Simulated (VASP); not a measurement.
# AlFe: convergence, equation of state

AlFe, Pm-3m (no. 221), 2 atoms in the cell. AM05; PAW potentials Fe, Al (PBE set). VASP 6.6.1.

Wanted: equilibrium volume within 0.2 %; bulk modulus within 1 %.

What the run is for: equation of state; Accuracy asked: standard.

The series start from Plane-wave cutoff (eV): 350; Smearing width (eV): 0.1; k-point mesh: 12 × 12 × 12; Volumes: 5 from 0.92 to 1.08; Precision mode (PREC): Accurate; Aspherical gradient terms in the spheres (LASPH): yes; Start of each volume: each volume from scratch. Each series keeps the choices made before it, and each single choice may use up half of a tolerance. Times cover all steps of a run.

## Plane-wave cutoff (eV)

| Plane-wave cutoff (eV) | Equilibrium volume (Å³/atom) | Bulk modulus (GPa) | Time (s) |
|---|---|---|---|
| 220 | 11.54 | 154.7 | 23 |
| 270 | 11.54 | 184.1 | 28 |
| 310 | 11.54 | 185.5 | 38 |
| 350 | 11.53 | 186 | 44 |
| 400 | 11.52 | 185.3 | 52 |
| 470 | 11.52 | 184.8 | 58 |
| 570 | 11.52 | 184.7 | 61 |
| 710 (reference) | 11.52 | 184.7 | 113 |

Chosen: 400, the loosest value from which every tighter one stays within half of the tolerance.

## Smearing width (eV)

| Smearing width (eV) | Equilibrium volume (Å³/atom) | Bulk modulus (GPa) | Time (s) |
|---|---|---|---|
| 0.4 | 11.52 | 187.9 | 53 |
| 0.3 | 11.52 | 188.8 | 53 |
| 0.2 | 11.52 | 187.3 | 53 |
| 0.15 | 11.52 | 186.2 | 53 |
| 0.1 | 11.52 | 185.3 | 52 |
| 0.05 (reference) | 11.52 | 185.7 | 54 |

Chosen: 0.15.

## k-point mesh

| k-point mesh | Equilibrium volume (Å³/atom) | Bulk modulus (GPa) | Time (s) |
|---|---|---|---|
| 4 × 4 × 4 | no result | no result | 60 |
| 5 × 5 × 5 | 11.58 | 189.9 | 21 |
| 7 × 7 × 7 | 11.52 | 181.2 | 27 |
| 8 × 8 × 8 | 11.53 | 191.3 | 32 |
| 10 × 10 × 10 | 11.53 | 189.5 | 41 |
| 12 × 12 × 12 | 11.52 | 186.2 | 53 |
| 15 × 15 × 15 | 11.52 | 189.4 | 76 |
| 18 × 18 × 18 (reference) | 11.52 | 191.6 | 123 |

Chosen: 18 × 18 × 18; the next looser run is off by more than half of the tolerance, so convergence isn't shown beyond this value.

## Volumes

| Volumes | Equilibrium volume (Å³/atom) | Bulk modulus (GPa) | Time (s) |
|---|---|---|---|
| 5 from 0.88 to 1.12 | 11.52 | 191.1 | 117 |
| 5 from 0.92 to 1.08 | 11.52 | 191.6 | 123 |
| 7 from 0.91 to 1.09 (reference) | 11.52 | 191.6 | 158 |

Chosen: 5 from 0.88 to 1.12.

## Precision mode (PREC)

| Precision mode (PREC) | Equilibrium volume (Å³/atom) | Bulk modulus (GPa) | Time (s) |
|---|---|---|---|
| SingleN | 11.51 | 189 | 55 |
| Normal | 11.52 | 191.1 | 57 |
| Accurate (reference) | 11.52 | 191.1 | 117 |

Chosen: Normal.

## Aspherical gradient terms in the spheres (LASPH)

| Aspherical gradient terms in the spheres (LASPH) | Equilibrium volume (Å³/atom) | Bulk modulus (GPa) | Time (s) |
|---|---|---|---|
| yes | 11.52 | 191.1 | 57 |
| no | 11.52 | 191.1 | 49 |

Chosen: yes; no other choice that stays within half of the tolerance saves 30 % of the time.

## Start of each volume

| Start of each volume | Equilibrium volume (Å³/atom) | Bulk modulus (GPa) | Time (s) |
|---|---|---|---|
| each volume from scratch | 11.52 | 191.1 | 57 |
| orbitals of the volume before (WAVECAR) | 11.52 | 191.1 | 60 |

Chosen: each volume from scratch.

## All choices together

| Input | Equilibrium volume (Å³/atom) | Bulk modulus (GPa) | Time (s) |
|---|---|---|---|
| the program's defaults (naive) | 11.59 | 176.5 | 4.5 |
| chosen settings | 11.52 | 191.1 | 57 |
| reference settings throughout | 11.52 | 192 | 364 |

The chosen settings stay within the tolerance of the reference run, but the reference itself isn't shown to be converged in: k-point mesh.

## The input

INCAR:
```
SYSTEM = AlFe
GGA = AM ; ISPIN = 2
MAGMOM = 3 0 ; LORBIT = 11
ISMEAR = 1 ; SIGMA = 0.15
LWAVE = .FALSE. ; LCHARG = .FALSE.
ISIF = 2 ; NSW = 0
PREC = Normal ; LASPH = .TRUE.
LREAL = .FALSE. ; ALGO = Normal
EDIFF = 1E-7 ; NELM = 200
GGA_COMPAT = .FALSE. ; ENCUT = 400
LMAXMIX = 4 ; KPAR = 2
```

KPOINTS:
```
Automatic mesh
0
Gamma
  18 18 18
  0 0 0
```

POSCAR.step1:
```
AlFe
1.0
    2.7886063568      0.0000000000      0.0000000000
    0.0000000000      2.7886063568      0.0000000000
    0.0000000000      0.0000000000      2.7886063568
Fe Al
1 1
Direct
    0.5000000000      0.5000000000      0.5000000000
    0.0000000000      0.0000000000      0.0000000000
```

POSCAR.step2:
```
AlFe
1.0
    2.8505955764      0.0000000000      0.0000000000
    0.0000000000      2.8505955764      0.0000000000
    0.0000000000      0.0000000000      2.8505955764
Fe Al
1 1
Direct
    0.5000000000      0.5000000000      0.5000000000
    0.0000000000      0.0000000000      0.0000000000
```

POSCAR.step3:
```
AlFe
1.0
    2.9100000000      0.0000000000      0.0000000000
    0.0000000000      2.9100000000      0.0000000000
    0.0000000000      0.0000000000      2.9100000000
Fe Al
1 1
Direct
    0.5000000000      0.5000000000      0.5000000000
    0.0000000000      0.0000000000      0.0000000000
```

POSCAR.step4:
```
AlFe
1.0
    2.9670733132      0.0000000000      0.0000000000
    0.0000000000      2.9670733132      0.0000000000
    0.0000000000      0.0000000000      2.9670733132
Fe Al
1 1
Direct
    0.5000000000      0.5000000000      0.5000000000
    0.0000000000      0.0000000000      0.0000000000
```

POSCAR.step5:
```
AlFe
1.0
    3.0220315673      0.0000000000      0.0000000000
    0.0000000000      3.0220315673      0.0000000000
    0.0000000000      0.0000000000      3.0220315673
Fe Al
1 1
Direct
    0.5000000000      0.5000000000      0.5000000000
    0.0000000000      0.0000000000      0.0000000000
```

Commands (each step's output is kept before the next begins):
```
cat potpaw_PBE.64/Fe/POTCAR potpaw_PBE.64/Al/POTCAR > POTCAR
cp POSCAR.step1 POSCAR
mpirun -np 2 vasp_std > vasp.out
cp POSCAR.step2 POSCAR
mpirun -np 2 vasp_std > vasp.out
cp POSCAR.step3 POSCAR
mpirun -np 2 vasp_std > vasp.out
cp POSCAR.step4 POSCAR
mpirun -np 2 vasp_std > vasp.out
cp POSCAR.step5 POSCAR
mpirun -np 2 vasp_std > vasp.out
```

The chosen input took VASP 6.6.1 57 s on 2 cores (Intel Xeon Platinum 8488C (Sapphire Rapids)), a shared host.

## An input that fails: cutoff far too low

It runs to its end, but against the unchanged starting input it is off by 3.4 % in the equilibrium volume, 257 % in the bulk modulus.

Changes against the starting input:
```
(all steps)
- PREC = Accurate
- NELM = 200
- ENCUT = 350
+ PREC = Low
+ NELM = 55
+ ENCUT = 160
```
